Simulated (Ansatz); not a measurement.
Cell and atoms are relaxed with the symmetry kept. Start:

```cif
data_structure
_symmetry_space_group_name_H-M 'P 1'
_symmetry_Int_Tables_number 1
_cell_length_a 4.0530
_cell_length_b 4.0530
_cell_length_c 4.0530
_cell_angle_alpha 60.000
_cell_angle_beta 60.000
_cell_angle_gamma 60.000
_cell_volume 47.08
loop_
_atom_site_label
_atom_site_type_symbol
_atom_site_fract_x
_atom_site_fract_y
_atom_site_fract_z
_atom_site_occupancy
Zn1 Zn 0.00000 0.00000 0.00000 1
Se1 Se 0.25000 0.25000 0.25000 1
```

All numbers below come from Ansatz 0.2.0, DFT PBEsol, scalar-relativistic, plane waves, PAW.

Plane waves to 420 eV, a k mesh through Γ of 8×8×8 on the computed 2-atom cell and Gaussian smearing (0.02 eV); no spin polarisation.

What does it relax to?

The volume decreases by 1.19 Å³/atom to 22.35 Å³/atom, and the energy falls by 11.7 meV/atom. Final structure:
```xyz
2
Lattice="0.0000 2.8168 2.8168 2.8168 0.0000 2.8168 2.8168 2.8168 0.0000" Properties=species:S:1:pos:R:3 pbc="T T T"
Zn    0.0000    0.0000    0.0000
Se    1.4084    1.4084    1.4084
```

Course of the relaxation (steps run on the plane waves of an earlier cell, and the basis is chosen afresh near the end, so energy and pressure can step there; trial steps that raised the energy were taken back; energies are free energies):

```tsv
step	E − E_final (meV/atom)	P (GPa)	V (Å³/atom)
1	11.7	-3.01	23.54
2	0.3	-0.71	22.60
3	-0.4	0.07	22.32
4	-0.4	0.00	22.35
5	0.0	0.00	22.35
```

Cost: 1 run of about 0.2 core-minutes, on Intel Xeon 6975P-C (Granite Rapids) (shared hosts).